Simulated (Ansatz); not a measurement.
## Cold compression of BN (CsCl type)

```yaml
crystal:
  lattice:
    - [2.32036, 0.00000, 0.00000]
    - [0.00000, 2.32036, 0.00000]
    - [0.00000, 0.00000, 2.32036]
  atoms:
    - { symbol: B, position: [0.00000, 0.00000, 0.00000] }
    - { symbol: N, position: [0.50000, 0.50000, 0.50000] }
```

The cell comes from a relaxation on PAW files under the same functional, begun from a prototype that needn't be the stable phase.

Its volume is scaled at fixed shape and fractional positions.

Computed with Ansatz 0.2.0; functional PBE, scalar-relativistic. Settings: a Γ-centred 14×14×14 k mesh, Fermi–Dirac smearing of 0.05 eV, no spin polarisation. Methods: LAPW: all electrons, basis error target 1 meV/atom; PAW: frozen-core files, cutoff 420 eV; crystal datasets: all electrons, by PAW datasets that the program makes for each cell; norm-conserving: pseudopotentials, cutoff 1240 eV; PAW (partial waves polarizable): frozen-core files, cutoff 420 eV.

Energies are extrapolated to zero smearing and count from the unscaled cell; pressure is positive in compression; gaps take the mesh and a band path. No temperature or zero-point motion is included.

```
V/V0  V (Å³/atom)  P LAPW (GPa)  ΔE LAPW (eV/atom)  P PAW − LAPW (GPa)  ΔE PAW − LAPW (meV/atom)
1.00         6.25         -0.07              0.000                0.06                       0.0
0.94         5.87         17.02              0.019                0.07                       0.2
0.88         5.50          40.3              0.084                0.13                       0.4
0.80         5.00          85.6              0.275                0.07                       0.7
0.72         4.50         155.8              0.643                0.01                       0.8
0.64         4.00         266.6              1.289               -0.01                       0.7
0.55         3.44             ?              2.553               -0.57                       0.1
```

Fill in "P LAPW (GPa)" for the row "0.55".

472.8.

Fit the Vinet equation to the LAPW pressures over the whole range, with residuals weighted by 1/(|P| + 0.03·Pmax).

V0 = 6.24 Å³/atom, B0 = 242 GPa and B0′ = 4.27, and the fit misses no point by more than 0.78 GPa. A fit over so wide a range pins B0 less well than one near rest.

From the table, what is the rise of the enthalpy H = E + pV up to the last row, and how stiff is the crystal between the last two rows?

ΔH = 2.553 eV + (472.8 GPa × 3.44 Å³ + 0.07 GPa × 6.25 Å³) × 0.006242 eV/(GPa·Å³) = 12.69 eV/atom, of which pV makes 80 %. The mean bulk modulus there is −ΔP/Δln V = 1360 GPa.

At the smallest volume, how far do crystal datasets and norm-conserving and PAW (partial waves polarizable) lie from LAPW in pressure?

crystal datasets: 0.00 GPa; norm-conserving: -0.14 GPa; PAW (partial waves polarizable): -0.57 GPa, on a LAPW pressure of 472.8 GPa.

How do the Löwdin populations by LAPW change from the unscaled cell to the last row?

B 2s 0.87 → 0.61, B 2p 1.81 → 2.11, N 2s 1.65 → 1.45, N 2p 3.62 → 3.79 electrons an atom. These are projections on the shells that the free atoms fill; 0.05 e a cell lies outside them at the start and 0.07 e at the end.
